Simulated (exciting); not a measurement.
# Pd (Fm-3m) in exciting: settings compared

The runs below take Pd through band structure, with PBE, LDA.

All numbers are computed with exciting (release sodium); they aren't measurements. Logs are shortened: lines on timing, memory, paths and dates and some standing lists are left out, and cuts for length are marked.

## 1. The structure

Symmetry: Fm-3m, No. 225, cubic system. The conventional cell has a = 3.893 Å, b = 3.893 Å, c = 3.893 Å, α = 90.00°, β = 90.00°, γ = 90.00°. Pd (site symmetry m-3m) is surrounded by 12 Pd at 2.75 Å.

## 2. Band structure, PBE

Input file input.xml:

```xml
<input>
  <title>Pd</title>
  <structure speciespath="./" tshift="false">
    <crystal scale="1">
      <basevect>0.000000000000 3.678351901584 3.678351901584</basevect>
      <basevect>3.678351901584 0.000000000000 3.678351901584</basevect>
      <basevect>3.678351901584 3.678351901584 0.000000000000</basevect>
    </crystal>
    <species speciesfile="Pd.xml" rmt="2.3">
      <atom coord="0.000000000000 0.000000000000 0.000000000000"/>
    </species>
  </structure>
  <groundstate do="fromscratch" ngridk="12 12 12" rgkmax="9" gmaxvr="14" lmaxapw="10" lmaxmat="10" lmaxvr="8" xctype="GGA_PBE" stype="Fermi Dirac" swidth="0.00183747" nempty="12" ValenceRelativity="iora*" epsengy="1e-05" epspot="1e-05" maxscl="60" outputlevel="low"/>
  <properties>
    <bandstructure>
      <plot1d>
        <path steps="80">
          <point coord="0 0 0" label="G"/>
          <point coord="0.5 0 0.5" label="X"/>
          <point coord="0.5 0.25 0.75" label="W"/>
          <point coord="0.375 0.375 0.75" label="K"/>
          <point coord="0 0 0" label="G"/>
          <point coord="0.5 0.5 0.5" label="L"/>
          <point coord="0.625 0.25 0.625" label="U"/>
          <point coord="0.5 0.25 0.75" label="W"/>
          <point coord="0.5 0.5 0.5" label="L"/>
          <point coord="0.375 0.375 0.75" label="K" breakafter="true"/>
          <point coord="0.625 0.25 0.625" label="U"/>
          <point coord="0.5 0 0.5" label="X"/>
        </path>
      </plot1d>
    </bandstructure>
  </properties>
</input>
```

Potentials or basis: all-electron LAPW+lo, shipped species files, valence relativity iora*.

Started as:

```sh
OMP_NUM_THREADS=1 exciting_smp
```

INFO.OUT:

```text
================================================================================
EXCITING SODIUM started
[... 10 lines left out ...]

 Lattice vectors (cartesian) :
      0.0000000000      3.6783519016      3.6783519016
      3.6783519016      0.0000000000      3.6783519016
      3.6783519016      3.6783519016      0.0000000000

 Reciprocal lattice vectors (cartesian) :
     -0.8540761563      0.8540761563      0.8540761563
      0.8540761563     -0.8540761563      0.8540761563
      0.8540761563      0.8540761563     -0.8540761563

 Unit cell volume                           :      99.5382087174
 Brillouin zone volume                      :       2.4920100195

 Species :    1 (Pd)
     parameters loaded from                 :    Pd.xml
     name                                   :    palladium

     atomic positions (lattice) :
       1 :   0.00000000  0.00000000  0.00000000

 Total number of atoms per unit cell        :       1

 Spin treatment                             :    spin-unpolarised

 Number of Bravais lattice symmetries       :      48
 Number of crystal symmetries               :      48

 k-point grid                               :      12   12   12
 Total number of k-points                   :      72
 k-point set is reduced with crystal symmetries

 R^MT_min * |G+k|_max (rgkmax)              :       9.00000000

 G-vector grid sizes                        :      24    24    24
 Total number of G-vectors                  :    4645

 Total nuclear charge                       :     -46.00000000
 Total electronic charge                    :      46.00000000

 Number of empty states                     :      12
 Total number of valence states             :      22

 Exchange-correlation type                  :      20
     Perdew-Burke-Ernzerhof, Phys. Rev. Lett. 77, 3865 (1996)
     Generalised gradient approximation (GGA)

 Smearing scheme                            :    Fermi-Dirac
 Smearing width                             :       0.00183747

++++++++++++++++++++++++++++++++++++++++++++++++++++++++++++++++++++++++++++++++
+ Ending initialization                                                        +
++++++++++++++++++++++++++++++++++++++++++++++++++++++++++++++++++++++++++++++++

********************************************************************************
* Groundstate module started                                                   *
********************************************************************************
 Output level for this task is set to low

++++++++++++++++++++++++++++++++++++++++++++++++++++++++++++++++++++++++++++++++
[... 5 lines left out ...]
+ SCF iteration number :    1                                                  +
++++++++++++++++++++++++++++++++++++++++++++++++++++++++++++++++++++++++++++++++
 Total energy                               :     -5032.40923391
 _______________________________________________________________
 Fermi energy                               :         0.42531406
 DOS at Fermi energy (states/Ha/cell)       :        60.44839240
 Electron charge: Core leakage              :         0.00000008

++++++++++++++++++++++++++++++++++++++++++++++++++++++++++++++++++++++++++++++++
+ SCF iteration number :    2                                                  +
++++++++++++++++++++++++++++++++++++++++++++++++++++++++++++++++++++++++++++++++
 Total energy                               :     -5043.53151979
 _______________________________________________________________
 Fermi energy                               :         0.38255729
 DOS at Fermi energy (states/Ha/cell)       :        63.84553335
 Electron charge: Core leakage              :         0.00000007

 RMS change in effective potential (target) :  0.280187E-01  ( 0.100000E-04)
 Absolute change in total energy   (target) :   11.1223      ( 0.100000E-04)
 Charge distance                   (target) :  0.126007E-01  ( 0.100000E-04)

++++++++++++++++++++++++++++++++++++++++++++++++++++++++++++++++++++++++++++++++
+ SCF iteration number :    3                                                  +
++++++++++++++++++++++++++++++++++++++++++++++++++++++++++++++++++++++++++++++++
 Total energy                               :     -5046.78384865
 _______________________________________________________________
 Fermi energy                               :         0.36639425
 DOS at Fermi energy (states/Ha/cell)       :        66.24644945
 Electron charge: Core leakage              :         0.00000007

 RMS change in effective potential (target) :  0.194501E-01  ( 0.100000E-04)
 Absolute change in total energy   (target) :   3.25233      ( 0.100000E-04)
 Charge distance                   (target) :  0.412792E-02  ( 0.100000E-04)

++++++++++++++++++++++++++++++++++++++++++++++++++++++++++++++++++++++++++++++++
+ SCF iteration number :    4                                                  +
++++++++++++++++++++++++++++++++++++++++++++++++++++++++++++++++++++++++++++++++
 Total energy                               :     -5046.84487887
 _______________________________________________________________
 Fermi energy                               :         0.35269079
 DOS at Fermi energy (states/Ha/cell)       :        67.51332750
 Electron charge: Core leakage              :         0.00000007

 RMS change in effective potential (target) :  0.192041E-02  ( 0.100000E-04)
 Absolute change in total energy   (target) :  0.610302E-01  ( 0.100000E-04)
 Charge distance                   (target) :  0.128046E-02  ( 0.100000E-04)
[... 88 lines left out ...]
 RMS change in effective potential (target) :  0.261422E-07  ( 0.100000E-04)
 Absolute change in total energy   (target) :  0.219387E-04  ( 0.100000E-04)
 Charge distance                   (target) :  0.237859E-07  ( 0.100000E-04)

++++++++++++++++++++++++++++++++++++++++++++++++++++++++++++++++++++++++++++++++
+ SCF iteration number :   12                                                  +
++++++++++++++++++++++++++++++++++++++++++++++++++++++++++++++++++++++++++++++++
 Total energy                               :     -5047.04821612
 _______________________________________________________________
 Fermi energy                               :         0.35148360
 DOS at Fermi energy (states/Ha/cell)       :        67.46451902
 Electron charge: Core leakage              :         0.00000007

 RMS change in effective potential (target) :  0.306218E-07  ( 0.100000E-04)
 Absolute change in total energy   (target) :  0.543698E-05  ( 0.100000E-04)
 Charge distance                   (target) :  0.102846E-07  ( 0.100000E-04)

++++++++++++++++++++++++++++++++++++++++++++++++++++++++++++++++++++++++++++++++
+ SCF iteration number :   13                                                  +
++++++++++++++++++++++++++++++++++++++++++++++++++++++++++++++++++++++++++++++++
 Total energy                               :     -5047.04822000
 _______________________________________________________________
 Fermi energy                               :         0.35148360
 DOS at Fermi energy (states/Ha/cell)       :        67.46450648
 Electron charge: Core leakage              :         0.00000007

 RMS change in effective potential (target) :  0.751637E-08  ( 0.100000E-04)
 Absolute change in total energy   (target) :  0.388443E-05  ( 0.100000E-04)
 Charge distance                   (target) :  0.612221E-08  ( 0.100000E-04)

++++++++++++++++++++++++++++++++++++++++++++++++++++++++++++++++++++++++++++++++
| Convergency criteria checked for the last 2 iterations                       +
| Convergence targets achieved. Performing final SCF iteration                 +
++++++++++++++++++++++++++++++++++++++++++++++++++++++++++++++++++++++++++++++++
 Total energy                               :     -5047.04821909
 _______________________________________________________________
 Fermi energy                               :         0.35148360
 DOS at Fermi energy (states/Ha/cell)       :        67.46450950
 Electron charge: Core leakage              :         0.00000007

++++++++++++++++++++++++++++++++++++++++++++++++++++++++++++++++++++++++++++++++
[... 7 lines left out ...]

--------------------------------------------------------------------------------
- CAUTION! Warnings have been written in file WARNING.OUT !                    -
--------------------------------------------------------------------------------
================================================================================
| EXCITING SODIUM stopped                                                      =
================================================================================
```

Wall time 21 s (1 thread of Arm Neoverse V2, shared host); peak memory 0.09 GiB.

Results:

```yaml
Free_energy: -137337.1981 eV
Band_gap_on_the_k_mesh: none (metal or under the smearing width)
```

Levels at the corners of the path, in eV from the Fermi level:
| point | band 5 | band 6 | band 7 | band 8 | band 9 | band 10 | band 11 | band 12 | band 13 | band 14 |
| --- | --- | --- | --- | --- | --- | --- | --- | --- | --- | --- |
| Γ | -7.11 | -2.83 | -2.83 | -2.83 | -1.21 | -1.21 | 17.10 | 21.84 | 21.84 | 21.84 |
| X | -5.37 | -5.09 | -0.03 | 0.31 | 0.31 | 3.38 | 10.93 | 13.22 | 13.22 | 21.98 |
| W | -4.31 | -3.36 | -3.36 | -1.31 | 0.31 | 8.99 | 8.99 | 10.45 | 11.81 | 26.14 |
| K | -4.71 | -4.13 | -1.95 | -0.94 | -0.14 | 7.18 | 8.15 | 10.97 | 16.00 | 20.88 |
| Γ | -7.11 | -2.83 | -2.83 | -2.83 | -1.21 | -1.21 | 17.10 | 21.84 | 21.84 | 21.84 |
| L | -5.28 | -2.87 | -2.87 | -0.01 | -0.01 | 1.05 | 7.40 | 16.50 | 21.01 | 21.01 |
| U | -4.71 | -4.13 | -1.95 | -0.94 | -0.14 | 7.18 | 8.15 | 10.97 | 16.00 | 20.88 |
| W | -4.31 | -3.36 | -3.36 | -1.31 | 0.31 | 8.99 | 8.99 | 10.45 | 11.81 | 26.14 |
| L | -5.28 | -2.87 | -2.87 | -0.01 | -0.01 | 1.05 | 7.40 | 16.50 | 21.01 | 21.01 |
| K | -4.71 | -4.13 | -1.95 | -0.94 | -0.14 | 7.18 | 8.15 | 10.97 | 16.00 | 20.88 |
| U | -4.71 | -4.13 | -1.95 | -0.94 | -0.14 | 7.18 | 8.15 | 10.97 | 16.00 | 20.88 |
| X | -5.37 | -5.09 | -0.03 | 0.31 | 0.31 | 3.38 | 10.93 | 13.22 | 13.22 | 21.98 |

Caveat: the log's total energy holds no entropy term; the free energy is that total less TS from the occupations.

## 3. Band structure, PBE, spin-orbit coupling, no magnetisation

input.xml, as its differences from that of step 2:

```diff
@@ -12,3 +12,5 @@
   </structure>
-  <groundstate do="fromscratch" ngridk="12 12 12" rgkmax="9" gmaxvr="14" lmaxapw="10" lmaxmat="10" lmaxvr="8" xctype="GGA_PBE" stype="Fermi Dirac" swidth="0.00183747" nempty="12" ValenceRelativity="iora*" epsengy="1e-05" epspot="1e-05" maxscl="60" outputlevel="low"/>
+  <groundstate do="fromscratch" ngridk="9 9 9" rgkmax="9" gmaxvr="14" lmaxapw="10" lmaxmat="10" lmaxvr="8" xctype="GGA_PBE" stype="Fermi Dirac" swidth="0.00183747" nempty="40" ValenceRelativity="iora*" epsengy="1e-05" epspot="1e-05" maxscl="60" outputlevel="normal">
+    <spin spinorb="true"/>
+  </groundstate>
   <properties>
```

Potentials or basis: all-electron LAPW+lo, shipped species files, valence relativity iora*.

Started as:

```sh
OMP_NUM_THREADS=1 exciting_smp
```

Run time: 49 s. Hardware: 1 thread of Arm Neoverse V2, shared host; peak memory 0.11 GiB.

The run converged. Its results:

```
Band gap on the k mesh                            : none (metal or under the smearing width)
All electrons inside the program's atomic spheres : Pd 44.28 (radii Pd 2.3 bohr)
```

Levels at the corners of the path, in eV from the Fermi level:
```
point  band 15  band 16  band 17  band 18  band 19  band 20  band 21  band 22
    Γ    -2.65    -2.65    -1.19    -1.19    -1.19    -1.19    17.11    17.11
    X     0.18     0.18     0.47     0.47     3.39     3.39    10.93    10.93
    W    -1.30    -1.30     0.31     0.31     8.81     8.81     9.17     9.17
    K    -0.95    -0.95    -0.13    -0.13     7.17     7.17     8.17     8.17
    Γ    -2.65    -2.65    -1.19    -1.19    -1.19    -1.19    17.11    17.11
    L    -0.11    -0.11     0.09     0.09     1.06     1.06     7.40     7.40
    U    -0.95    -0.95    -0.13    -0.13     7.17     7.17     8.17     8.17
    W    -1.30    -1.30     0.31     0.31     8.81     8.81     9.17     9.17
    L    -0.11    -0.11     0.09     0.09     1.06     1.06     7.40     7.40
    K    -0.95    -0.95    -0.13    -0.13     7.17     7.17     8.17     8.17
    U    -0.95    -0.95    -0.13    -0.13     7.17     7.17     8.17     8.17
    X     0.18     0.18     0.47     0.47     3.39     3.39    10.93    10.93
```

Caveat: total energies with spin-orbit coupling aren't reliable in this program, so none is listed and the log's shouldn't be used.

## 4. Band structure, LDA

input.xml, as its differences from that of step 3:

```diff
@@ -12,5 +12,3 @@
   </structure>
-  <groundstate do="fromscratch" ngridk="9 9 9" rgkmax="9" gmaxvr="14" lmaxapw="10" lmaxmat="10" lmaxvr="8" xctype="GGA_PBE" stype="Fermi Dirac" swidth="0.00183747" nempty="40" ValenceRelativity="iora*" epsengy="1e-05" epspot="1e-05" maxscl="60" outputlevel="normal">
-    <spin spinorb="true"/>
-  </groundstate>
+  <groundstate do="fromscratch" ngridk="12 12 12" rgkmax="9" gmaxvr="14" lmaxapw="10" lmaxmat="10" lmaxvr="8" xctype="LDA_PW" stype="Fermi Dirac" swidth="0.00183747" nempty="12" ValenceRelativity="iora*" epsengy="1e-05" epspot="1e-05" maxscl="60" outputlevel="high"/>
   <properties>
```

Potentials or basis: all-electron LAPW+lo, shipped species files, valence relativity iora*.

Started as:

```sh
OMP_NUM_THREADS=1 exciting_smp
```

INFO.OUT:

```text
================================================================================
EXCITING SODIUM started
[... 10 lines left out ...]

 Lattice vectors (cartesian) :
      0.0000000000      3.6783519016      3.6783519016
      3.6783519016      0.0000000000      3.6783519016
      3.6783519016      3.6783519016      0.0000000000

 Reciprocal lattice vectors (cartesian) :
     -0.8540761563      0.8540761563      0.8540761563
      0.8540761563     -0.8540761563      0.8540761563
      0.8540761563      0.8540761563     -0.8540761563

 Unit cell volume                           :      99.5382087174
 Brillouin zone volume                      :       2.4920100195

 Species :    1 (Pd)
     parameters loaded from                 :    Pd.xml
     name                                   :    palladium
     nuclear charge                         :     -46.00000000
     electronic charge                      :      46.00000000
[... 75 lines left out ...]
 Kinetic energy                             :      5273.74433543
 Coulomb energy                             :    -10159.97142476
 Exchange energy                            :      -134.54891063
 Correlation energy                         :        -4.34778491
 Sum of eigenvalues                         :     -3005.61274160
 Effective potential energy                 :     -8279.35707703
 Coulomb potential energy                   :     -8095.20236747
 xc potential energy                        :      -184.15470955
 Hartree energy                             :      1538.52361460
 Electron-nuclear energy                    :    -11172.24959668
[... 408 lines left out ...]
 RMS change in effective potential (target) :  0.378885E-08  ( 0.100000E-04)
 Absolute change in total energy   (target) :  0.891213E-06  ( 0.100000E-04)
 Charge distance                   (target) :  0.135390E-08  ( 0.100000E-04)

++++++++++++++++++++++++++++++++++++++++++++++++++++++++++++++++++++++++++++++++
| Convergency criteria checked for the last 2 iterations                       +
| Convergence targets achieved. Performing final SCF iteration                 +
++++++++++++++++++++++++++++++++++++++++++++++++++++++++++++++++++++++++++++++++
 Total energy                               :     -5042.33679133
 _______________________________________________________________
 Fermi energy                               :         0.34111503
 Kinetic energy                             :      5263.85947310
 Coulomb energy                             :    -10166.79312995
 Exchange energy                            :      -135.04093689
 Correlation energy                         :        -4.36219760
 Sum of eigenvalues                         :     -3010.71962611
 Effective potential energy                 :     -8274.57909921
 Coulomb potential energy                   :     -8089.75328918
 xc potential energy                        :      -184.82581003
 Hartree energy                             :      1550.79439809
 Electron-nuclear energy                    :    -11191.34208536
 Nuclear-nuclear energy                     :      -526.24544268
 Madelung energy                            :     -6121.91648536
 Core-electron kinetic energy               :         0.00000000

 DOS at Fermi energy (states/Ha/cell)       :        67.64214915

 Electron charges :
     core                                   :        28.00000000
     core leakage                           :         0.00000007
     valence                                :        18.00000000
     interstitial                           :         1.73300944
     charge in muffin-tin spheres :
                  atom     1    Pd          :        44.26699056
     total charge in muffin-tins            :        44.26699056
     total charge                           :        46.00000000

++++++++++++++++++++++++++++++++++++++++++++++++++++++++++++++++++++++++++++++++
[... 9 lines left out ...]
| EXCITING SODIUM stopped                                                      =
================================================================================
```

WARNINGS.OUT:

```text
Inversion symmetry is present. Consider using input%groundstate%solver%type = "inversionsymmetry"
```

Wall time 19 s (1 thread of Arm Neoverse V2, shared host); peak memory 0.09 GiB.

What came out:

```
Free energy                                       : -137208.9936 eV
Band gap on the k mesh                            : none (metal or under the smearing width)
All electrons inside the program's atomic spheres : Pd 44.27 (radii Pd 2.3 bohr)
```

Levels at the corners of the path, in eV from the Fermi level:
```
point  band 7  band 8  band 9  band 10  band 11  band 12
    Γ   -2.86   -2.86   -1.21    -1.21    17.07    21.75
    X   -0.01    0.31    0.31     3.29    10.84    13.08
    W   -3.40   -1.31    0.31     8.91     8.91    10.27
    K   -1.98   -0.93   -0.15     7.12     8.05    10.90
    Γ   -2.86   -2.86   -1.21    -1.21    17.07    21.75
    L   -2.89    0.00    0.00     0.99     7.30    16.47
    U   -1.98   -0.93   -0.15     7.12     8.05    10.90
    W   -3.40   -1.31    0.31     8.91     8.91    10.27
    L   -2.89    0.00    0.00     0.99     7.30    16.47
    K   -1.98   -0.93   -0.15     7.12     8.05    10.90
    U   -1.98   -0.93   -0.15     7.12     8.05    10.90
    X   -0.01    0.31    0.31     3.29    10.84    13.08
```

Caveat: the log's total energy holds no entropy term; the free energy is that total less TS from the occupations.

(Continued in part 2 of 2.)
